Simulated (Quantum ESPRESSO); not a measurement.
Runs of Quantum ESPRESSO 7.5 on GaN. Symmetry: F-43m, No. 216, cubic system. The conventional cell has a = 4.507 Å, b = 4.507 Å, c = 4.507 Å, α = 90.00°, β = 90.00°, γ = 90.00°. Around Ga (site symmetry -43m) lie 4 N at 1.95 Å. Around N (site symmetry -43m) lie 4 Ga at 1.95 Å. The cell is a database's computed one.

| level | potentials or basis | k mesh | cutoff (eV) | k mesh of the self-consistent run | form of the LDA | mesh quality | gap on the mesh (eV) |
| --- | --- | --- | --- | --- | --- | --- | --- |
| PBE | PseudoDojo 0.4 SR PBE stringent | 6 × 6 × 6 | 1551 | 10 × 10 × 10 | - | not flagged | 1.75 |
| LDA | PseudoDojo 0.4.1 SR LDA standard | 4 × 4 × 4 | 1143 | 10 × 10 × 10 | PW92 | coarse | (a) |
| PBE | Ansatz NC SR PBE | 14 × 14 × 14 | 1238 | 14 × 14 × 14 | - | not flagged | 1.74 |
| LDA | PseudoDojo 0.4.1 SR LDA stringent | 4 × 4 × 4 | 1442 | 10 × 10 × 10 | PW92 | coarse | 1.76 |
| PBE | PseudoDojo 0.4.1 SR PBE standard | 20 × 20 × 20 | 1143 | - | - | not flagged | 1.76 |
| PBEsol | PseudoDojo 0.4.1 SR PBEsol standard | 16 × 16 × 16 | 1143 | 16 × 16 × 16 | - | not flagged | 1.71 |
| PBE | PseudoDojo 0.4.1 SR PBE standard | 6 × 6 × 6 | 1143 | 10 × 10 × 10 | - | not flagged | 1.76 |
| PBE | PseudoDojo 0.4.1 SR PBE standard | 4 × 4 × 4 | 1143 | 10 × 10 × 10 | - | coarse | 1.76 |

Alike in all rows: task single point; no spin polarisation; cell as given; smearing fixed.

Problem. Estimate the missing entries.

Solution. (a) 1.77.

Caveats: some runs use coarse meshes.

A k mesh can miss the band edges, and the runs leave out spin-orbit coupling on Ga.

Not every run made on this cell is shown here.
